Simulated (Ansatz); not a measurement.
# TaN: the cost of one run

Computed with Ansatz 0.2.0 (DFT PBEsol, scalar-relativistic, plane waves, PAW, unless a step's input says otherwise).

6 further runs of the same task are left out: 3 that didn't finish, 3 set aside as unsound or not needed.

## Step 1: The structure to begin with

The structure is cubic, space group Fm-3m (No. 225). The conventional cell has a = 4.293 Å, b = 4.293 Å, c = 4.293 Å, α = 90.00°, β = 90.00°, γ = 90.00°. Around Ti (site symmetry m-3m) lie 6 C at 2.15 Å. C (site symmetry m-3m) has 6 Ti at 2.15 Å in its first shell of neighbours.

Coordinates:

```
Ti C
1.0
     0.00000    2.14669    2.14669
     2.14669    0.00000    2.14669
     2.14669    2.14669    0.00000
Ti C
1 1
Direct
  0.00000 0.00000 0.00000
  0.50000 0.50000 0.50000
```

This cell was relaxed beforehand with the same method: volume 9.89 Å³/atom, gap on the mesh none (metal).

## Step 2: The film's bulk: TaN

Relaxed beforehand at this level: -5093.5278 eV/atom, gap on the mesh none (metal).

```cif
data_structure
_symmetry_space_group_name_H-M 'P 1'
_symmetry_Int_Tables_number 1
_cell_length_a 3.0941
_cell_length_b 3.0941
_cell_length_c 3.0941
_cell_angle_alpha 60.000
_cell_angle_beta 60.000
_cell_angle_gamma 60.000
_cell_volume 20.94
loop_
_atom_site_label
_atom_site_type_symbol
_atom_site_fract_x
_atom_site_fract_y
_atom_site_fract_z
_atom_site_occupancy
Ta1 Ta 0.00000 0.00000 0.00000 1
N1 N 0.50000 0.50000 0.50000 1
```

Bulk energy of TiC, the base, on matching settings, from an earlier run: -1361.2101 eV/atom.

## Step 3: The film's bulk on the base's lattice

The (111) plane of TaN is fitted to the (111) plane of TiC, a strain of -1.9 % along x and -1.9 % along y; the third vector and the atoms relax.

input.yaml reads:

```yaml
crystal:
  lattice:
    - [3.0358717253, 0.0, 0.0]
    - [-1.5179358626, 2.6291420367, 0.0]
    - [1.5179358626, 0.8763806789, 2.584541707]
  atoms:
    - { symbol: Ta, position: [0.0, 0.0, 0.0] }
    - { symbol: "N", position: [0.0, 0.5, 0.5] }
basis:
  ecutwfc: 420
kpoints:
  mp_grid: { grid: [12, 12, 13] }
hamiltonian:
  xc: pbesol
scf:
  occupations: { method: gaussian, width: 0.1 }
output:
  forces: true
  stress: true
  eigenvalues: true
  write_density: true
  write_potential: true
  elf: true
  volumetric_format: npy
relax:
  adjacent_minimum: "off"
  f_tol: 0.01
  max_steps: 50
  cell: { fix: [a, b, gamma], stress_tol: 0.1 }
```

The run is started by

```sh
ansatz run input.yaml --threads 2 --pin off --max-ram 5120MiB --backend cpu --events-out ev --progress --plain --runs-dir out
```

Q: Estimate wall time and peak memory on 2 threads of AMD EPYC 7R43 (Zen 3), shared host.

About 24 s, with a peak of 0.53 GiB.
